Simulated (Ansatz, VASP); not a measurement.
# FeSi2: VASP beside Ansatz

```
Fe Si
1.0
     2.67938    0.00000    0.00000
     0.00000    2.67938    0.00000
     0.00000    0.00000    5.10477
Fe Si
1 2
Cartesian
  0.0000 0.0000 0.0000
  1.3397 1.3397 1.3865
  1.3397 1.3397 3.7182
```

Alike in both runs: functional PBEsol; k mesh 16 × 16 × 8; occupations fermi-dirac, width 0.15 eV; no spin polarisation.

Ansatz relaxed the structure, and its values are those at the end. VASP's run is a single point on that final structure, the one shown.

|  | VASP | Ansatz |
| --- | --- | --- |
| version | VASP 6.6.1 | Ansatz 0.2.0 |
| potentials or method | VASP PAW PBE potentials, release 64 (Fe, Si) | scalar-relativistic, plane waves, PAW |
| plane-wave cutoff (eV) | 520 | 420 |
| valence electrons in the cell | 16 | 24 |

Ansatz gave:

- gap on the k mesh at the Fermi level (eV): none
- pressure (GPa): 0.0
- rms of the force components (eV/Å): 0.000

**Question.** What did VASP give for the same quantities?

**Answer.** gap on the k mesh at the Fermi level (eV): none; pressure (GPa): 0.5; rms of the force components (eV/Å): 0.009.

A gap of «none» marks a metal or a gap that the smearing closes. The two sets of potentials don't hold the same shells in valence.

Caveats: the PAW data sets were made with another functional, which shifts forces and pressure a little (VASP). Spin polarisation is off, so any magnetic state and its effect on volume and gap are missing.
